**Q:** The vibrations of SnO₂ in this table run from 109 to 712 cm⁻¹, once the three uniform shifts of the crystal at zero are set aside. Tin is about seven times as heavy as oxygen. May I call the low rows tin modes and the high rows oxygen modes?

Harmonic phonon frequencies of rutile SnO₂ (6-atom cell) at its relaxed geometry, computed with GPAW 26.7.0 using PBE and PAW data sets (gpaw-data 1.2.1). The plane-wave cutoff is 680 eV and the k mesh 4×4×5, with Fermi–Dirac smearing of 0.05 eV. Phonon q row 1 is the zone centre, q = (0, 0, 0).

```
row  phonon q row (row)  phonon frequency (cm⁻¹)
  1                   1                      0.0
  2                   1                      0.0
  3                   1                      0.0
  4                   1                    109.2
  5                   1                    142.5
  6                   1                    221.9
  7                   1                    221.9
  8                   1                    263.3
  9                   1                    263.3
 10                   1                    343.3
 11                   1                    435.5
 12                   1                    441.0
 13                   1                    441.0
 14                   1                    531.6
 15                   1                    555.1
 16                   1                    555.1
 17                   1                    589.0
 18                   1                    712.0
```

**A:** Test the size of the effect first. On one and the same spring, replacing oxygen by tin lowers the frequency by the square root of the mass ratio, a factor of about 2.7. Row 18 lies 6.5 times above row 4. Mass alone therefore falls short, even if row 4 were pure tin and row 18 pure oxygen.

**Q:** Tin might also sit on softer springs. Then my picture would survive.

**A:** Symmetry speaks against that. All rows have phonon q row 1, the zone centre, where every unit cell moves alike. Each tin atom sits on an inversion centre, and a mode that is even under inversion must leave it at rest, because inversion would reverse any displacement there. All Raman-active modes of this crystal are even, so in them only oxygen moves.

**Q:** Which rows are Raman-active?

**A:** The table prints no mode names, so I take them from experiment. The measured Raman lines come in the order B1g, Eg, A1g, B2g, from roughly 120 to 780 cm⁻¹. Rows 4, 12–13, 17 and 18 follow that order at somewhat lower frequencies, as is usual with PBE, and Eg has to be a degenerate pair, as rows 12–13 are. With these names, rows 4 and 18 move the same atoms with the same mass.

The squared frequency ratio is then a ratio of stiffnesses, about 43. Should row 5 be the B1g mode instead, the ratio would still be 25. What needs explaining is why oxygen is so much easier to push in one pattern than in another.

**Q:** Perhaps the stiff mode stretches Sn–O bonds and the soft one doesn't?

**A:** That is a better idea, and the geometry supports it. Each oxygen has three tin neighbours, and all four atoms lie in one plane. Pushing the oxygen out of that plane changes no bond length to first order. B1g is such a motion, while B2g pushes the oxygen in the plane, straight along one of its bonds.

Boron trifluoride is a simpler case: its flat molecule bends out of plane at roughly half the frequency of its fast in-plane stretch. The comparison ends there, since a free molecule has no neighbours to push against.

**Q:** So counting stretched bonds is enough?

**A:** No. Take equal bond springs and set them by Eg, in which oxygen moves along the c axis. The squared cosines between bonds and motion add up to 1.2 for Eg and to 1.8 for both A1g and B2g. Both should then lie at $441\sqrt{1.8/1.2}\approx540$ cm⁻¹, but the table has 589 and 712.

The soft side fails too. There are two out-of-plane patterns, B1g and A2g, and bonds alone would put both at zero. I take row 10, at 343 cm⁻¹, as A2g.

**Q:** What tells the two out-of-plane patterns apart?

**A:** The contacts between oxygens about 2.95 Å apart, which are edges of the SnO₆ octahedra. In B1g each octahedron turns about the c axis almost as a unit, corner-sharing neighbours in opposite senses like meshed gears, and the oxygens of such a contact mostly slide past each other. In A2g two oxygens of each octahedron turn one way and the other four the opposite way, so the oxygens of a contact run towards or away from each other.

The same contacts separate the two in-plane patterns. B2g squeezes and stretches them strongly, A1g hardly. One cause could thus lift both A2g above B1g and B2g above A1g. Stiff O–Sn–O angles would do only the first: the angles across these edges are right angles, and to first order both in-plane patterns leave them so.

**Q:** Can you put numbers to that?

**A:** Let $a$ be the edge of the square base of the cell and $u=0.3065$ the relaxed oxygen coordinate. Seen along c, a contact has a long leg $a/2$ and a short leg $(2u-\tfrac12)a$. The relative displacement of the two oxygens points along the long leg in A2g and along the short one in B1g. If only these contacts resist, the frequencies $\nu$ have the ratio of the legs:

$$\frac{\nu(\mathrm{B1g})}{\nu(\mathrm{A2g})}=\frac{2u-1/2}{1/2}=4u-1=0.226$$

This puts B1g at $0.226\times343.3=77.6$ cm⁻¹. Stiffnesses add, so squared frequencies add, and B2g exceeds A1g by the same amount as A2g exceeds B1g:

$$\nu(\mathrm{B2g})=\sqrt{589.0^2+343.3^2-77.6^2}\approx677\ \mathrm{cm^{-1}}$$

The table has 712, so the estimate is 5% low. Row 18 was not used to set any constant. That figure flatters the model, though, since most of the 677 is the A1g value put in: the contacts lift B2g by 88 cm⁻¹ above A1g, where the table has 123. With my names, the gap in squared frequency between B2g and A1g is about 1.5 times the gap between A2g and B1g. Any central force between pairs of atoms is expected to make the two equal, so something else must add to B2g. A coupling between bond stretches could do it, because in B2g all six bonds of an octahedron lengthen or shorten together, while in A1g two go against the other four. The table can't confirm that.

**Q:** And row 4?

**A:** There the estimate is 29% below the computed 109 cm⁻¹. In stiffness the gap is small: $(109.2^2-77.6^2)/712.0^2$ is about one hundredth of what holds row 18, though it is half of what holds row 4. A weak resistance of each oxygen to leaving the plane of its three tin neighbours could supply it, but that is a guess. The k mesh is also coarse, and so soft a mode is the first to feel that.

**Q:** How does the model do on the other rows?

**A:** It has three constants, each solved from one frequency: the contact spring from A2g, the bond spring along c from Eg, and the in-plane stiffness from A1g. With them it also gives three modes in which tin moves along c: A2u, which I assign to row 11, and the two B1u modes, rows 5 and 14. Rows 11 and 14 come out within 3% of the table, row 5 14% too low. The three remaining pairs, rows 6–7, 8–9 and 15–16, move tin and oxygen at right angles to c, and they depend on where the in-plane stiffness comes from.

The in-plane stiffness needs its own constant because equal bond springs, even with the contacts, would put A1g at only 467 cm⁻¹. The bond along the motion may be stiffer, or the short O–O edge of 2.64 Å may push back. The three remaining pairs help to tell the two apart, because in them the oxygens at the ends of a short edge move the same way and leave its length alone. If the edge supplies the extra stiffness, the model puts the top pair within 1% of rows 15–16. If the bond does, that pair comes out 22% too high.

That favours the edge but doesn't prove it. The two lower pairs come out too low either way, by as much as a quarter with the edge and by somewhat less with the stiffer bond. These modes are also polar, and the springs leave out the long-range electric forces between the ions.

**Q:** Does the good fit prove your names for rows 10 and 11?

**A:** It doesn't. If I exchange A2g and A2u and solve again, the largest miss among the five single modes the model predicts drops from 29% to 10%, so those rows would even prefer the exchange. Experiment decides: the transverse infrared frequency of A2u is roughly 480 cm⁻¹, much nearer to row 11 than to row 10. The case against mass rests on the Raman modes and stands either way.

That comparison has to be with transverse values, because the calculation leaves out the electric field that raises longitudinal polar modes.

**Q:** Then does the mass of tin matter anywhere?

**A:** Yes, where tin moves. In row 5, read as B1u, chains of tin and oxygen slide along c against their neighbours. Giving tin the mass of oxygen in the model raises this mode from 122 to 254 cm⁻¹. The lowest pair, rows 6–7, is expected to be mostly tin motion as well. Your picture therefore has some truth among the low rows, but it fails at row 4 and as an account of the whole spread. For another rutile oxide, ask first whether the metal moves, then which bonds stretch, and last whether neighbouring oxygens meet head-on or slide past.
